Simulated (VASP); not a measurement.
# Sn (Im-3m) in VASP: further runs

Aim: see how the results for Sn move with the level of theory and the settings. Levels: PBE, r2SCAN+D4. Tasks: single point, atomic charges.

All numbers are computed with VASP 6.6.1; they aren't measurements. Logs are shortened: lines on timing, memory, paths and dates and some standing lists are left out, and cuts for length are marked.

### Step 1. The crystal as given

It takes space group Im-3m (No. 229, cubic). Conventional cell: a = 3.789 Å, b = 3.789 Å, c = 3.789 Å, α = 90.00°, β = 90.00°, γ = 90.00°. Sn (site symmetry m-3m) has 8 Sn at 3.28 Å as nearest neighbours.

This isn't the form of Sn at room conditions, which is tetragonal (white tin).

### Step 2. Single point, PBE

File run.py:

```python
from ase.calculators.vasp import Vasp
from ase.dft.bandgap import bandgap
from ase.spacegroup import crystal

atoms = crystal(
    ['Sn'],
    basis=[[0.0, 0.0, 0.0]],
    spacegroup=229,
    setting=1,
    cellpar=[3.78930364, 3.78930364, 3.78930364, 90.0, 90.0, 90.0],
    primitive_cell=True,
)
calc = Vasp(
    directory='calc',
    xc='pbe',
    pp='PBE',
    setups='gw',
    prec='Accurate',
    encut=550,
    ediff=1e-07,
    ismear=0,
    sigma=0.02,
    lreal=False,
    lasph=True,
    nelm=100,
    algo='Fast',
    isif=2,
    lwave=False,
    lcharg=False,
    kpts=[10, 10, 10],
    gamma=True,
    nbands=13,
)
atoms.calc = calc

print('energy (eV):', atoms.get_potential_energy())
print('free energy (eV):', atoms.get_potential_energy(force_consistent=True))
print('forces (eV/A):')
print(atoms.get_forces())
print('stress (eV/A^3, Voigt):', atoms.get_stress())
print('Fermi level (eV):', calc.get_fermi_level())
gap, top, bottom = bandgap(calc)
print('band gap (eV):', gap, 'from (spin, k, band)', top, 'to', bottom)
```

Potentials or basis: VASP PAW PBE potentials, release 64 (Sn_d_GW).

The run is started by

```sh
$ python run.py
```

Log:

```text
energy (eV): -3.75727707
free energy (eV): -3.75741997
forces (eV/A):
[[-0. -0.  0.]]
stress (eV/A^3, Voigt): [-0.00456458 -0.00456458 -0.00456458  0.         -0.          0.        ]
Fermi level (eV): 5.70040068
band gap (eV): 0.0 from (spin, k, band) (None, None, None) to (None, None, None)
```

OUTCAR:

```text
ENCUT = 550.000000
   EDIFF = 1.00e-07
   GGA = PE
   PREC = Accurate
   ISIF = 2
   ISMEAR = 0
   NELM = 100
   LASPH = .TRUE.
   LREAL = .FALSE.

 ion  position               nearest neighbor table
   1  0.000  0.000  0.000-

  LATTYP: Found a body centered cubic cell.
 ALAT       =     3.7893036400

  Lattice vectors:

 A1 = (  -1.8946518200,   1.8946518200,   1.8946518200)
 A2 = (   1.8946518200,  -1.8946518200,   1.8946518200)
 A3 = (   1.8946518200,   1.8946518200,  -1.8946518200)

Analysis of symmetry for initial positions (statically):
=====================================================================
 Subroutine PRICEL returns:
 Original cell was already a primitive cell.

 Routine SETGRP: Setting up the symmetry group for a
 body centered cubic supercell.

 Subroutine GETGRP returns: Found 48 space group operations
 (whereof 48 operations were pure point group operations)
 out of a pool of 48 trial point group operations.

The static configuration has the point symmetry O_h .

Analysis of symmetry for dynamics (positions and initial velocities):
=====================================================================
 Subroutine PRICEL returns:
 Original cell was already a primitive cell.

 Routine SETGRP: Setting up the symmetry group for a
 body centered cubic supercell.

 Subroutine GETGRP returns: Found 48 space group operations
 (whereof 48 operations were pure point group operations)
 out of a pool of 48 trial point group operations.

The dynamic configuration has the point symmetry O_h .

 Subroutine INISYM returns: Found 48 space group operations
 (whereof 48 operations are pure point group operations),
 and found     1 'primitive' translations

----------------------------------------------------------------------------------------

                                     Primitive cell

  volume of cell :      27.2050

  direct lattice vectors                    reciprocal lattice vectors
    -1.894651820  1.894651820  1.894651820     0.000000000  0.263900731  0.263900731
     1.894651820 -1.894651820  1.894651820     0.263900731  0.000000000  0.263900731
     1.894651820  1.894651820 -1.894651820     0.263900731  0.263900731  0.000000000

  length of vectors
     3.281633215  3.281633215  3.281633215     0.373211993  0.373211993  0.373211993

  position of ions in fractional coordinates (direct lattice)
     0.000000000  0.000000000  0.000000000

  ion indices of the primitive-cell ions
   primitive index   ion index
                 1           1

----------------------------------------------------------------------------------------

 KPOINTS: KPOINTS created by Atomic Simulation Env

Automatic generation of k-mesh.
 Grid dimensions read from file:
 generate k-points for:   10   10   10

 Generating k-lattice:

  Cartesian coordinates                     Fractional coordinates (reciprocal lattice)
     0.000000000  0.026390073  0.026390073     0.100000000  0.000000000  0.000000000
     0.026390073  0.000000000  0.026390073     0.000000000  0.100000000  0.000000000
     0.026390073  0.026390073  0.000000000     0.000000000  0.000000000  0.100000000

  Length of vectors
     0.037321199  0.037321199  0.037321199

  Shift w.r.t. Gamma in fractional coordinates (k-lattice)
     0.000000000  0.000000000  0.000000000

 Subroutine IBZKPT returns following result:
 ===========================================

 Found     47 irreducible k-points:

 Following reciprocal coordinates:
            Coordinates               Weight
  0.000000  0.000000  0.000000      1.000000
  0.100000  0.000000  0.000000     12.000000
  0.200000  0.000000  0.000000     12.000000
  0.300000  0.000000  0.000000     12.000000
  0.400000  0.000000  0.000000     12.000000
  0.500000  0.000000  0.000000      6.000000
[... 16 lines left out ...]
  0.300000  0.300000  0.100000      8.000000
 -0.300000  0.300000  0.100000     24.000000
 [... further k-points ...]
   k-points           NKPTS =     47   k-points in BZ     NKDIM =     47   number of bands    NBANDS=     13
   number of dos      NEDOS =    301   number of ions     NIONS =      1
   total plane-waves  NPLWV =  21952
   dimension x,y,z NGX =    28 NGY =   28 NGZ =   28
   dimension x,y,z NGXF=    56 NGYF=   56 NGZF=   56
   ions per type =               1
   NGX,Y,Z   is equivalent  to a cutoff of  14.18, 14.18, 14.18 a.u.
   NGXF,Y,Z  is equivalent  to a cutoff of  28.37, 28.37, 28.37 a.u.
 SYSTEM =  unknown system
   PREC   = accura    normal or accurate (medium, high low for compatibility)
   ISTART =      0    job   : 0-new  1-cont  2-samecut
   ICHARG =      2    charge: 1-file 2-atom 10-const
   ISPIN  =      1    spin polarized calculation?
   LNONCOLLINEAR =      F non collinear calculations
   LSORBIT =      F    spin-orbit coupling
   LASPH  =      T    aspherical Exc in radial PAW
   ENCUT  =  550.0 eV  40.42 Ry    6.36 a.u.   6.28  6.28  6.28*2*pi/ulx,y,z
   NELM   =    100;   NELMIN=  2; NELMDL= -5     # of ELM steps
   EDIFF  = 0.1E-06   stopping-criterion for ELM
   LREAL  =      F    real-space projection
   EDIFFG = 0.1E-05   stopping-criterion for IOM
   NSW    =      0    number of steps for IOM
   IBRION =     -1    ionic relax: 0-MD 1-quasi-New 2-CG
   NFREE  =      0    steps in history (QN), initial steepest desc. (CG)
   ISIF   =      2    stress and relaxation
   ISYM   =      2    0-nonsym 1-usesym 2-fastsym
   POTIM  = 0.5000    time-step for ionic-motion
   TEBEG  =    0.0;   TEEND  =   0.0 temperature during run
   PSTRESS=    0.0 pullay stress
   NELECT =      14.0000    total number of electrons
   NUPDOWN=      -1.0000    fix difference up-down
   EMIN   =  10.00;   EMAX   =-10.00  energy-range for DOS
   EFERMI =   0.00;   METHOD = LEGACY
   ISMEAR =     0;   SIGMA  =   0.02  broadening in eV -4-tet -1-fermi 0-gaus
   EFERMI_NEDOS =   21; number of points for ismear=-14 and -15
   IALGO  =     68    algorithm
   IMIX   =      4    mixing-type and parameters
     AMIX     =   0.40;   BMIX     =  1.00
     AMIX_MAG =   1.60;   BMIX_MAG =  1.00
  volume/ion in A,a.u.               =      27.20       183.59
  Fermi-wavevector in a.u.,A,eV,Ry     =   1.311902  2.479136 23.416813  1.721087
  Thomas-Fermi vector in A             =   2.442332
   LORBIT       =      0    0 simple, 1 ext, 2 COOP (PROOUT), +10 PAW based schemes
   GGA     = PE    functional components
   LHFCALC =     F    Hartree Fock is set to
   AEXX    =    0.0000 exact exchange contribution
   IVDW    =     0    specifies the selected vdW correction
   LEPSILON=     F    determine dielectric tensor
   LRPA    =     F    only Hartree local field effects (RPA)
 non-spin polarized calculation
 RMM-DIIS sequential band-by-band and
 Gauss-broadening in eV      SIGMA  =   0.02
  energy-cutoff  :      550.00
  volume of cell :       27.20
 maximum number of plane-waves:       814
 NGX is ok and might be reduce to    28
   NGX = 13   NGY = 13   NGZ = 13

 number of electron      13.9999995 magnetization

 Free energy of the ion-electron system (eV)
  ---------------------------------------------------
  ext. energy  EPLUGINS =         0.00000000
  ---------------------------------------------------
  free energy    TOTEN  =        -3.75741997 eV

  energy without entropy =       -3.75713417  energy(sigma->0) =       -3.75727707

 E-fermi :   5.7004     XC(G=0): -10.4301

 val. band max:        5.6870766449   @ k =   0.3000   0.0000   0.0000
 cond. band min:       5.7094982826   @ k =   0.2000   0.2000   0.2000
 fundamental gap:      0.0224216378
 Fermi energy:         5.7004006849

 k-point     1 :       0.0000    0.0000    0.0000
  band No.  band energies     occupation
      1     -15.8658      2.00000
      2     -15.8658      2.00000
      3     -15.8658      2.00000
      4     -15.7282      2.00000
      5     -15.7282      2.00000
      6      -5.3726      2.00000
      7      13.6565      0.00000
      8      13.6565      0.00000
      9      13.6565      0.00000
     10      17.8051      0.00000
     11      17.8060      0.00000
     12      17.8090      0.00000
     13      18.4078      0.00000

 k-point     2 :       0.1000    0.0000    0.0000
  band No.  band energies     occupation
      1     -15.8701      2.00000
      2     -15.8595      2.00000
      3     -15.8452      2.00000
      4     -15.7331      2.00000
      5     -15.7289      2.00000
      6      -5.1548      2.00000
      7      11.9288      0.00000
      8      12.8710      0.00000
      9      13.3718      0.00000
     10      16.2298      0.00000
     11      16.5598      0.00000
     12      17.4722      0.00000
     13      19.1437      0.00000

 k-point     3 :       0.2000    0.0000    0.0000
  band No.  band energies     occupation
      1     -15.8815      2.00000
      2     -15.8462      2.00000
      3     -15.7907      2.00000
      4     -15.7431      2.00000
      5     -15.7304      2.00000
      6      -4.5005      2.00000
      7       8.7920      0.00000
      8      11.5065      0.00000
      9      12.6490      0.00000
     10      15.0521      0.00000
     11      15.4093      0.00000
     12      17.6467      0.00000
     13      19.6438      0.00000
[... 305 lines left out ...]
 k-point    23 :       0.3000    0.3000    0.1000
  band No.  band energies     occupation
      1     -15.8664      2.00000
      2     -15.7691      2.00000
      3     -15.7691      2.00000
      4     -15.7288      2.00000
      5     -15.7288      2.00000
      6       0.3472      2.00000
      7       3.4337      2.00000
      8       3.4337      2.00000
      9       7.3442      0.00000
     10      19.6339      0.00000
     11      20.5254      0.00000
     12      20.5254      0.00000
     13      24.2200      0.00000

 k-point    24 :      -0.3000    0.3000    0.1000
  band No.  band energies     occupation
      1     -15.8735      2.00000
      2     -15.8288      2.00000
      3     -15.7603      2.00000
      4     -15.7368      2.00000
      5     -15.7251      2.00000
      6      -3.1982      2.00000
      7       5.8671      0.00000
      8       9.5557      0.00000
      9      10.8603      0.00000
     10      14.6965      0.00000
     11      15.7010      0.00000
     12      16.6747      0.00000
     13      22.4276      0.00000

 [... further k-points ...]
[... 5 lines left out ...]
  --------------------------------------------------------------------------------------
  -------------------------------------------------------------------------------------
  Total        0.1241792      0.1241792      0.1241792     -0.0000000     -0.0000000      0.0000000
  in kB        7.3132628      7.3132628      7.3132628     -0.0000000     -0.0000000      0.0000000
  external PRESSURE =       7.3132628 kB  Pullay stress =       0.0000000 kB

 VOLUME and BASIS-vectors are now :
 -----------------------------------------------------------------------------
  energy-cutoff  :      550.00
  volume of cell :       27.20
      direct lattice vectors                 reciprocal lattice vectors
    -1.894651820  1.894651820  1.894651820     0.000000000  0.263900731  0.263900731
     1.894651820 -1.894651820  1.894651820     0.263900731  0.000000000  0.263900731
     1.894651820  1.894651820 -1.894651820     0.263900731  0.263900731  0.000000000

 POSITION                                       TOTAL-FORCE (eV/Angst)
 -----------------------------------------------------------------------------------
      0.00000      0.00000      0.00000        -0.000000     -0.000000      0.000000
 -----------------------------------------------------------------------------------
    total drift:                                0.000000     -0.000000     -0.000000

  FREE ENERGIE OF THE ION-ELECTRON SYSTEM (eV)
  ---------------------------------------------------
  free  energy   TOTEN  =        -3.7574199664 eV

  energy  without entropy=       -3.7571341671  energy(sigma->0) =       -3.75727707
```

INCAR:

```text
ENCUT = 550.000000
SIGMA = 0.020000
EDIFF = 1.00e-07
ALGO = Fast
GGA = PE
PREC = Accurate
ISIF = 2
ISMEAR = 0
NBANDS = 13
NELM = 100
LASPH = .TRUE.
LCHARG = .FALSE.
LWAVE = .FALSE.
LREAL = .FALSE.
```

Run time: 43 s. Hardware: 1 thread of Intel Xeon Platinum 8559C (Emerald Rapids), shared host; peak memory 0.17 GiB.

What came out:

```
Free energy            : -3.7574 eV
Pressure               : 0.7 GPa
Band gap on the k mesh : none (metal or under the smearing width)
```

Levels at points of the mesh, in eV from the Fermi level:
```csv
k point,band 4,band 5,band 6,band 7,band 8,band 9,band 10,band 11
"(0.00, 0.00, 0.00)",-21.43,-21.43,-11.07,7.96,7.96,7.96,12.10,12.11
"(0.50, 0.00, 0.00)",-21.43,-21.35,-6.40,-4.41,3.61,5.45,7.95,8.25
"(0.50, 0.50, 0.50)",-21.37,-21.37,-2.47,-0.47,-0.47,-0.47,3.84,3.84
```

### Step 3. Atomic charges, r2SCAN+D4

File INCAR:

```
PREC = Accurate
ENCUT = 800
EDIFF = 1E-7
ISMEAR = -5
SIGMA = 0.05
LREAL = F
LASPH = T
NELM = 60
ALGO = Normal
ISIF = 2
LWAVE = F
LCHARG = T
METAGGA = R2SCAN
LMIXTAU = T
IVDW = 13
VDW_S6 = 1.0
VDW_S8 = 0.6018749
VDW_A1 = 0.51559235
VDW_A2 = 5.77342911
LORBIT = 10
LELF = T
LVHAR = T
LMAXMIX = 6
```

File Sn.cif:

```cif
data_Sn
_cell_length_a 3.78930364
_cell_length_b 3.78930364
_cell_length_c 3.78930364
_cell_angle_alpha 90.00000000
_cell_angle_beta 90.00000000
_cell_angle_gamma 90.00000000
_space_group_name_H-M_alt 'Im-3m'
_space_group_name_Hall '-I 4 2 3'
_space_group_IT_number 229
loop_
_space_group_symop_operation_xyz
'x,y,z'
'-x,-y,-z'
'-y,x,z'
'y,-x,-z'
'-x,-y,z'
'x,y,-z'
'y,-x,z'
'-y,x,-z'
'x,-y,-z'
'-x,y,z'
'-y,-x,-z'
'y,x,z'
'-x,y,-z'
'x,-y,z'
'y,x,-z'
'-y,-x,z'
'z,x,y'
'-z,-x,-y'
'z,-y,x'
'-z,y,-x'
'z,-x,-y'
'-z,x,y'
'z,y,-x'
'-z,-y,x'
'-z,x,-y'
'z,-x,y'
'-z,-y,-x'
'z,y,x'
'-z,-x,y'
'z,x,-y'
'-z,y,x'
'z,-y,-x'
'y,z,x'
'-y,-z,-x'
'x,z,-y'
'-x,-z,y'
'-y,z,-x'
'y,-z,x'
'-x,z,y'
'x,-z,-y'
'-y,-z,x'
'y,z,-x'
'-x,-z,-y'
'x,z,y'
'y,-z,-x'
'-y,z,x'
'x,-z,y'
'-x,z,-y'
'x+1/2,y+1/2,z+1/2'
'-x+1/2,-y+1/2,-z+1/2'
'-y+1/2,x+1/2,z+1/2'
'y+1/2,-x+1/2,-z+1/2'
'-x+1/2,-y+1/2,z+1/2'
'x+1/2,y+1/2,-z+1/2'
'y+1/2,-x+1/2,z+1/2'
'-y+1/2,x+1/2,-z+1/2'
'x+1/2,-y+1/2,-z+1/2'
'-x+1/2,y+1/2,z+1/2'
'-y+1/2,-x+1/2,-z+1/2'
'y+1/2,x+1/2,z+1/2'
'-x+1/2,y+1/2,-z+1/2'
'x+1/2,-y+1/2,z+1/2'
'y+1/2,x+1/2,-z+1/2'
'-y+1/2,-x+1/2,z+1/2'
'z+1/2,x+1/2,y+1/2'
'-z+1/2,-x+1/2,-y+1/2'
'z+1/2,-y+1/2,x+1/2'
'-z+1/2,y+1/2,-x+1/2'
'z+1/2,-x+1/2,-y+1/2'
'-z+1/2,x+1/2,y+1/2'
'z+1/2,y+1/2,-x+1/2'
'-z+1/2,-y+1/2,x+1/2'
'-z+1/2,x+1/2,-y+1/2'
'z+1/2,-x+1/2,y+1/2'
'-z+1/2,-y+1/2,-x+1/2'
'z+1/2,y+1/2,x+1/2'
'-z+1/2,-x+1/2,y+1/2'
'z+1/2,x+1/2,-y+1/2'
'-z+1/2,y+1/2,x+1/2'
'z+1/2,-y+1/2,-x+1/2'
'y+1/2,z+1/2,x+1/2'
'-y+1/2,-z+1/2,-x+1/2'
'x+1/2,z+1/2,-y+1/2'
'-x+1/2,-z+1/2,y+1/2'
'-y+1/2,z+1/2,-x+1/2'
'y+1/2,-z+1/2,x+1/2'
'-x+1/2,z+1/2,y+1/2'
'x+1/2,-z+1/2,-y+1/2'
'-y+1/2,-z+1/2,x+1/2'
'y+1/2,z+1/2,-x+1/2'
'-x+1/2,-z+1/2,-y+1/2'
'x+1/2,z+1/2,y+1/2'
'y+1/2,-z+1/2,-x+1/2'
'-y+1/2,z+1/2,x+1/2'
'x+1/2,-z+1/2,y+1/2'
'-x+1/2,z+1/2,-y+1/2'
loop_
_atom_site_label
_atom_site_type_symbol
_atom_site_symmetry_multiplicity
_atom_site_Wyckoff_symbol
_atom_site_fract_x
_atom_site_fract_y
_atom_site_fract_z
_atom_site_occupancy
Sn1 Sn 2 a 0.0000000000 0.0000000000 0.0000000000 1
```

File KPOINTS:

```
Automatic mesh
0
Gamma
  7 7 7
```

File POSCAR:

```
Sn
 1.0000000000000000
     3.7893036400000000    0.0000000000000000    0.0000000000000000
     0.0000000000000000    3.7893036400000000    0.0000000000000000
     0.0000000000000000    0.0000000000000000    3.7893036400000000
 Sn 
   2
Cartesian
  0.0000000000000000  0.0000000000000000  0.0000000000000000
  1.8946518200000000  1.8946518200000000  1.8946518200000000
```

Potentials or basis: VASP PAW PBE potentials, release 64 (Sn_d_GW).

The run is started by

```sh
$ ase convert -i cif -o vasp Sn.cif POSCAR
$ cat potpaw_PBE.64/Sn_d_GW/POTCAR > POTCAR
$ mpirun -np 1 vasp_std > vasp.out
```

Run time: 2.9 min. Hardware: 1 thread of Intel Xeon Platinum 8559C (Emerald Rapids), shared host; peak memory 0.24 GiB.

Results (log left out):

```yaml
Free_energy: -49.3098 eV
Pressure: -1.5 GPa
Band_gap_on_the_k_mesh: none (metal or under the smearing width)
Valence_electrons_inside_the_program's_atomic_spheres: Sn 11.73
Dispersion_energy_per_atom: -0.139 eV
```

Levels at points of the mesh, in eV from the Fermi level:
```
           k point  band 12  band 13  band 14  band 15  band 16  band 17
(0.00, 0.00, 0.00)    -2.39    -0.65    -0.65    -0.65     4.13     4.13
```

Caveat: the PAW data sets were made with another functional, which shifts forces and pressure a little; pairwise dispersion overbinds metals, which lowers pressure and volume; tetrahedron occupations give inexact forces and stress in metals.

### Step 4. The reference run

An earlier run on the cell as given: functional PBE; potentials or basis VASP PAW PBE potentials, release 64 (Sn_d); cutoff 520 eV; k mesh 10 × 10 × 10; occupations fermi-dirac, width 0.05 eV; no spin polarisation.

* Pressure: 0.6 GPa
* Band gap on the k mesh: none (metal or under the smearing width)

### Step 5. Summary

| task | level | potentials or basis | k mesh | cutoff (eV) | smearing | other keys | gap on the mesh (eV) | pressure (GPa) |
| --- | --- | --- | --- | --- | --- | --- | --- | --- |
| single point | PBE | VASP PAW PBE potentials, release 64 (Sn_d_GW) | 10 × 10 × 10 | 550 | gaussian 0.02 eV | - | none | 0.7 |
| atomic charges | r2SCAN+D4 | VASP PAW PBE potentials, release 64 (Sn_d_GW) | 7 × 7 × 7 | 800 | tetrahedron | ENCUT = 800; LMAXMIX = 6 | none | -1.5 |
| single point | PBE | VASP PAW PBE potentials, release 64 (Sn_d) | 10 × 10 × 10 | 520 | fermi-dirac 0.05 eV | - | none | 0.6 |

Alike in all rows: no spin polarisation; cell as given.

Caveats: the PAW data sets were made with another functional, which shifts forces and pressure a little (some runs); pairwise dispersion overbinds metals, which lowers pressure and volume (some runs); tetrahedron occupations give inexact forces and stress in metals (some runs).

Absolute energies hang on the potentials; compare differences alone.
